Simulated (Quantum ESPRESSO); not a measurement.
# PtSe (F-43m) in Quantum ESPRESSO: convergence with wavefunction cutoff

Aim: find how far wavefunction cutoff must go before the results for PtSe settle, at PBEsol. This setting moves, with any that are tied to it; all else stays.

Program: Quantum ESPRESSO 7.5. These are calculated values, not measurements. Logs are shortened: lines on timing, memory, paths and dates and some standing lists are left out, and cuts for length are marked.

## 1. The crystal as given

Symmetry: F-43m, No. 216, cubic system. The conventional cell has a = 6.075 Å, b = 6.075 Å, c = 6.075 Å, α = 90.00°, β = 90.00°, γ = 90.00°. Pt (site symmetry -43m) has 4 Se at 2.63 Å as nearest neighbours. Se (site symmetry -43m) has 4 Pt at 2.63 Å as nearest neighbours.

The cell comes from a database or a generator and needn't be the stable form of this composition.

## 2. With wavefunction cutoff 18 Ry

pw.in reads:

```
&CONTROL
  calculation = 'scf'
  prefix = 'pwscf'
  outdir = './tmp'
  pseudo_dir = './pseudo'
  tprnfor = .true.
  tstress = .true.
  disk_io = 'nowf'
/
&SYSTEM
  ibrav = 0
  nat = 2
  ntyp = 2
  ecutwfc = 18
  ecutrho = 360
  nbnd = 18
  occupations = 'smearing'
  smearing = 'mv'
  degauss = 0.00999582
/
&ELECTRONS
  conv_thr = 4d-10
  electron_maxstep = 120
  mixing_beta = 0.5
/
ATOMIC_SPECIES
Pt   195.0840 pt_pbesol_v1.4.uspp.F.UPF
Se    78.9710 se_pbesol_v1.uspp.F.UPF
CELL_PARAMETERS angstrom
   0.0000000000    3.0374472300    3.0374472300
   3.0374472300    0.0000000000    3.0374472300
   3.0374472300    3.0374472300    0.0000000000
ATOMIC_POSITIONS crystal
Pt     0.0000000000    0.0000000000    0.0000000000
Se     0.2500000000    0.2500000000    0.2500000000
K_POINTS automatic
8 8 8 0 0 0
```

Potentials or basis: GBRV 1.5 PBEsol.

Started as:

```bash
$ OMP_NUM_THREADS=1 pw.x -in pw.in > pw.out
```

pw.out:

```text
This program is part of the open-source Quantum ESPRESSO suite
     for quantum simulation of materials; please cite
[... 9 lines left out ...]
     --------------------
     sticks:   dense  smooth     PW     G-vecs:    dense   smooth      PW
     Sum        1639     313    109                43655     3839     749

     Using Slab Decomposition

     bravais-lattice index     =            0
     lattice parameter (alat)  =       8.1175  a.u.
     unit-cell volume          =     378.2273 (a.u.)^3
     number of atoms/cell      =            2
     number of atomic types    =            2
     number of electrons       =        22.00
     number of Kohn-Sham states=           18
     kinetic-energy cutoff     =      18.0000  Ry
     charge density cutoff     =     360.0000  Ry
     scf convergence threshold =      4.0E-10
     mixing beta               =       0.5000
     number of iterations used =            8  plain     mixing
     Exchange-correlation= SLA  PW   PSX  PSC
                           (   1   4  10   8   0   0   0)

     celldm(1)=   8.117506  celldm(2)=   0.000000  celldm(3)=   0.000000
     celldm(4)=   0.000000  celldm(5)=   0.000000  celldm(6)=   0.000000

     crystal axes: (cart. coord. in units of alat)
               a(1) = (   0.000000   0.707107   0.707107 )
               a(2) = (   0.707107   0.000000   0.707107 )
               a(3) = (   0.707107   0.707107   0.000000 )

     reciprocal axes: (cart. coord. in units 2 pi/alat)
               b(1) = ( -0.707107  0.707107  0.707107 )
               b(2) = (  0.707107 -0.707107  0.707107 )
               b(3) = (  0.707107  0.707107 -0.707107 )

     PseudoPot. # 1 for Pt read from file:
     pt_pbesol_v1.4.uspp.F.UPF
     Pseudo is Ultrasoft + core correction, Zval = 16.0
     Generated by new atomic code, or converted to UPF format
     Using radial grid of  985 points,  6 beta functions with:
                l(1) =   0
                l(2) =   0
                l(3) =   1
                l(4) =   1
                l(5) =   2
                l(6) =   2
     Q(r) pseudized with  8 coefficients,  rinner =    1.300   1.300   1.300
                                                       1.300   1.300

     PseudoPot. # 2 for Se read from file:
     se_pbesol_v1.uspp.F.UPF
     Pseudo is Ultrasoft + core correction, Zval =  6.0
     Generated by new atomic code, or converted to UPF format
     Using radial grid of  877 points,  6 beta functions with:
                l(1) =   0
                l(2) =   0
                l(3) =   1
                l(4) =   1
                l(5) =   2
                l(6) =   2
     Q(r) pseudized with  8 coefficients,  rinner =    1.300   1.300   1.300
                                                       1.300   1.300

     atomic species   valence    mass     pseudopotential
     Pt               16.00   195.08400     Pt( 1.00)
     Se                6.00    78.97100     Se( 1.00)

     24 Sym. Ops. (no inversion) found

   Cartesian axes

     site n.     atom                  positions (alat units)
         1        Pt     tau(   1) = (   0.0000000   0.0000000   0.0000000  )
         2        Se     tau(   2) = (   0.3535534   0.3535534   0.3535534  )

     number of k points=    29  Marzari-Vanderbilt smearing, width (Ry)=  0.0100
                       cart. coord. in units 2pi/alat
        k(    1) = (   0.0000000   0.0000000   0.0000000), wk =   0.0039062
        k(    2) = (   0.0883883   0.0883883  -0.0883883), wk =   0.0312500
        k(    3) = (   0.1767767   0.1767767  -0.1767767), wk =   0.0312500
        k(    4) = (   0.2651650   0.2651650  -0.2651650), wk =   0.0312500
        k(    5) = (  -0.3535534  -0.3535534   0.3535534), wk =   0.0156250
        k(    6) = (   0.1767767   0.0000000   0.0000000), wk =   0.0234375
[... 21 lines left out ...]
        k(   28) = (  -0.7071068   0.1767767  -0.0000000), wk =   0.0468750
        k(   29) = (  -0.7071068   0.3535534   0.0000000), wk =   0.0234375

     Dense  grid:    43655 G-vectors     FFT dimensions: (  50,  50,  50)

     Smooth grid:     3839 G-vectors     FFT dimensions: (  24,  24,  24)

     Initial potential from superposition of free atoms

     starting charge      21.4999, renormalised to      22.0000

     negative rho (up, down):  1.836E-01 0.000E+00
     Starting wfcs are   16 randomized atomic wfcs +    2 random wfcs

     Self-consistent Calculation

     iteration #  1     ecut=    18.00 Ry     beta= 0.50
     Davidson diagonalization with overlap
     ethr =  1.00E-02,  avg # of iterations =  5.2

     negative rho (up, down):  1.689E-01 0.000E+00

     total energy              =    -251.65001385 Ry
     estimated scf accuracy    <       2.67787835 Ry

     iteration #  2     ecut=    18.00 Ry     beta= 0.50
     Davidson diagonalization with overlap
     ethr =  1.00E-02,  avg # of iterations =  2.0
[... 87 lines left out ...]
     iteration # 12     ecut=    18.00 Ry     beta= 0.50
     Davidson diagonalization with overlap
     ethr =  3.26E-12,  avg # of iterations =  2.1

     negative rho (up, down):  1.821E-01 0.000E+00

     End of self-consistent calculation

          k = 0.0000 0.0000 0.0000 (   531 PWs)   bands (ev):

   -46.4379 -46.4379 -46.4379  -6.6966   2.4620   2.4620   2.4620   4.6466
     4.6466   7.0826   8.4681   8.4681   8.4681  13.4711  13.4711  13.4711
    16.6835  19.3655

          k = 0.0884 0.0884-0.0884 (   507 PWs)   bands (ev):

   -46.2834 -46.2834 -46.1545  -6.6306   2.4191   2.5730   2.5730   4.8052
     4.8052   6.9285   8.3902   8.3902   8.6167  13.0513  13.7091  13.7091
    17.6022  18.4383
[... 103 lines left out ...]
          k = 0.0000-0.5303 0.5303 (   478 PWs)   bands (ev):

   -46.0831 -46.0287 -45.9270  -6.1000   1.9785   3.0289   3.2982   4.5876
     5.0659   5.3793   5.9759   6.6791  11.2042  12.3472  15.4206  16.0061
    16.3935  19.3934

          k =-0.7071 0.0000 0.0000 (   468 PWs)   bands (ev):

   -45.9406 -45.9406 -45.9334  -6.0834   1.6470   3.4826   3.4826   4.9123
     5.0456   5.2702   6.1869   6.1869  11.1884  11.2953  15.7173  17.7642
    17.7642  18.7018

          k = 0.3536 0.1768 0.0000 (   488 PWs)   bands (ev):

   -46.1571 -46.1202 -45.9888  -6.3528   2.0694   2.8636   2.8915   4.6817
     4.9992   6.1722   6.9323   7.6482  10.1133  12.3283  14.0164  15.0094
    16.9341  19.1994
[... 25 lines left out ...]
          k = 0.0000-0.3536 0.5303 (   483 PWs)   bands (ev):

   -46.0922 -46.0683 -45.9879  -6.1347   2.1899   2.6842   3.2234   4.7389
     4.9063   5.6482   5.7616   6.9973  11.1965  13.0751  13.7419  15.9230
    17.1530  18.8839

          k =-0.7071 0.1768-0.0000 (   484 PWs)   bands (ev):

   -46.1259 -46.0485 -46.0414  -6.0914   1.8284   3.1360   3.4067   4.8737
     4.8994   5.1845   5.8338   6.4812  11.4501  11.7755  15.4241  15.8134
    17.9685  19.5527

          k =-0.7071 0.3536 0.0000 (   488 PWs)   bands (ev):

   -46.1652 -46.0702 -46.0700  -6.0964   2.1874   2.6377   3.3816   4.7853
     5.1171   5.1640   5.4703   6.7098  11.6463  13.0190  13.9794  15.1271
    18.2296  19.8905

     the Fermi energy is     6.9529 ev

!    total energy              =    -252.86270841 Ry
     estimated scf accuracy    <          1.6E-11 Ry
     smearing contrib. (-TS)   =      -0.00020260 Ry
     internal energy E=F+TS    =    -252.86250581 Ry

     The total energy is F=E-TS. E is the sum of the following terms:
     one-electron contribution =     -92.24229614 Ry
     hartree contribution      =      54.72325418 Ry
     xc contribution           =     -85.31156874 Ry
     ewald contribution        =    -130.03189512 Ry

     convergence has been achieved in  12 iterations

     negative rho (up, down):  1.821E-01 0.000E+00

     Forces acting on atoms (cartesian axes, Ry/au):

     atom    1 type  1   force =    -0.00000000    0.00000000    0.00000000
     atom    2 type  2   force =    -0.00000000    0.00000000    0.00000000

     Total force =     0.000000     Total SCF correction =     0.000000

     Computing stress (Cartesian axis) and pressure

     negative rho (up, down):  1.821E-01 0.000E+00
          total   stress  (Ry/bohr**3)                   (kbar)     P=    -1691.53
  -0.01149877   0.00000000   0.00000000        -1691.53        0.00        0.00
   0.00000000  -0.01149877   0.00000000            0.00    -1691.53        0.00
   0.00000000   0.00000000  -0.01149877            0.00        0.00    -1691.53

=------------------------------------------------------------------------------=
   JOB DONE.
=------------------------------------------------------------------------------=
```

Wall time 13 s (1 thread of Arm Neoverse V2, shared host); peak memory 0.18 GiB.

What came out:

| Item | Value |
| --- | --- |
| Free energy | -3440.3724 eV |
| Pressure | -169.2 GPa |
| Band gap on the k mesh | none (metal or under the smearing width) |

## 3. With wavefunction cutoff 22 Ry

Changes to pw.in since step 2:

```diff
@@ -13,3 +13,3 @@
   ntyp = 2
-  ecutwfc = 18
+  ecutwfc = 22
   ecutrho = 360
```

Potentials or basis: GBRV 1.5 PBEsol.

Started as:

```bash
$ OMP_NUM_THREADS=1 pw.x -in pw.in > pw.out
```

It took 12 s on 1 thread of Arm Neoverse V2, shared host; peak memory 0.18 GiB.

Results:

```yaml
Free_energy: -3450.3867 eV
Pressure: -61.6 GPa
Band_gap_on_the_k_mesh: none (metal or under the smearing width)
```

## 4. With wavefunction cutoff 27 Ry

Changes to pw.in since step 3:

```diff
@@ -13,3 +13,3 @@
   ntyp = 2
-  ecutwfc = 22
+  ecutwfc = 27
   ecutrho = 360
```

Started as:

```bash
$ OMP_NUM_THREADS=1 pw.x -in pw.in > pw.out
```

Wall time 15 s (1 thread of Arm Neoverse V2, shared host); peak memory 0.19 GiB.

What came out:

```
Free energy            : -3452.7956 eV
Pressure               : -21.4 GPa
Band gap on the k mesh : none (metal or under the smearing width)
```

## 5. With wavefunction cutoff 31 Ry

Changes to pw.in since step 4:

```diff
@@ -13,3 +13,3 @@
   ntyp = 2
-  ecutwfc = 27
+  ecutwfc = 31
   ecutrho = 360
```

Started as:

```bash
$ OMP_NUM_THREADS=1 pw.x -in pw.in > pw.out
```

Run time: 16 s. Hardware: 1 thread of Arm Neoverse V2, shared host; peak memory 0.19 GiB.

What came out:

```
Free energy            : -3453.0098 eV
Pressure               : -15.0 GPa
Band gap on the k mesh : none (metal or under the smearing width)
```

## 6. With wavefunction cutoff 36 Ry

Changes to pw.in since step 5:

```diff
@@ -13,3 +13,3 @@
   ntyp = 2
-  ecutwfc = 31
+  ecutwfc = 36
   ecutrho = 360
```

Potentials or basis: GBRV 1.5 PBEsol.

Started as:

```bash
$ OMP_NUM_THREADS=1 pw.x -in pw.in > pw.out
```

Wall time 15 s (1 thread of Arm Neoverse V2, shared host); peak memory 0.19 GiB.

Results (log left out):

```
Free energy            : -3453.0226 eV
Pressure               : -14.6 GPa
Band gap on the k mesh : none (metal or under the smearing width)
```

## 7. With wavefunction cutoff 40 Ry

Changes to pw.in since step 6:

```diff
@@ -13,3 +13,3 @@
   ntyp = 2
-  ecutwfc = 36
+  ecutwfc = 40
   ecutrho = 360
```

Started as:

```bash
$ OMP_NUM_THREADS=1 pw.x -in pw.in > pw.out
```

Wall time 21 s (1 thread of Arm Neoverse V2, shared host); peak memory 0.19 GiB.

The run converged. Its results:

- Free energy: -3453.0357 eV
- Pressure: -14.7 GPa
- Band gap on the k mesh: none (metal or under the smearing width)

## 8. With wavefunction cutoff 45 Ry

Changes to pw.in since step 7:

```diff
@@ -13,3 +13,3 @@
   ntyp = 2
-  ecutwfc = 40
+  ecutwfc = 45
   ecutrho = 360
```

Started as:

```bash
$ OMP_NUM_THREADS=1 pw.x -in pw.in > pw.out
```

It took 22 s on 1 thread of Arm Neoverse V2, shared host; peak memory 0.2 GiB.

It converged, with:

- Free energy: -3453.0503 eV
- Pressure: -14.6 GPa
- Band gap on the k mesh: none (metal or under the smearing width)

## 9. With wavefunction cutoff 54 Ry

Changes to pw.in since step 8:

```diff
@@ -13,4 +13,4 @@
   ntyp = 2
-  ecutwfc = 45
-  ecutrho = 360
+  ecutwfc = 54
+  ecutrho = 432
   nbnd = 18
```

Potentials or basis: GBRV 1.5 PBEsol.

Started as:

```bash
$ OMP_NUM_THREADS=1 pw.x -in pw.in > pw.out
```

Run time: 29 s. Hardware: 1 thread of Arm Neoverse V2, shared host; peak memory 0.25 GiB.

The run converged. Its results:

```yaml
Free_energy: -3453.0563 eV
Pressure: -14.5 GPa
Band_gap_on_the_k_mesh: none (metal or under the smearing width)
```

## 10. With wavefunction cutoff 68 Ry

Changes to pw.in since step 9:

```diff
@@ -13,4 +13,4 @@
   ntyp = 2
-  ecutwfc = 54
-  ecutrho = 432
+  ecutwfc = 68
+  ecutrho = 544
   nbnd = 18
```

Started as:

```bash
$ OMP_NUM_THREADS=1 pw.x -in pw.in > pw.out
```

Wall time 44 s (1 thread of Arm Neoverse V2, shared host); peak memory 0.35 GiB.

It converged, with:

| Item | Value |
| --- | --- |
| Free energy | -3453.0693 eV |
| Pressure | -14.6 GPa |
| Band gap on the k mesh | none (metal or under the smearing width) |

## 11. Summary

```tsv
wavefunction cutoff	energy less the tightest run, at zero smearing (meV/atom)	pressure (GPa)	SCF cycles	CPU time (s)	peak memory (GiB)
18 Ry	6348.46	-169.15	12	13	0.18
22 Ry	1341.31	-61.58	10	12	0.18
27 Ry	136.87	-21.39	10	15	0.19
31 Ry	29.74	-15.03	10	16	0.19
36 Ry	23.36	-14.59	10	15	0.19
40 Ry	16.80	-14.75	10	21	0.19
45 Ry	9.50	-14.62	10	22	0.2
54 Ry	6.50	-14.52	10	29	0.25
68 Ry	0.00	-14.58	10	44	0.35
```

Against the tightest run, the pressure stays within 0.1 GPa from 45 Ry on. Not settled before the last step: the energy (to 1 meV/atom). The tightest run that finished is the yardstick and may itself not be fully converged.
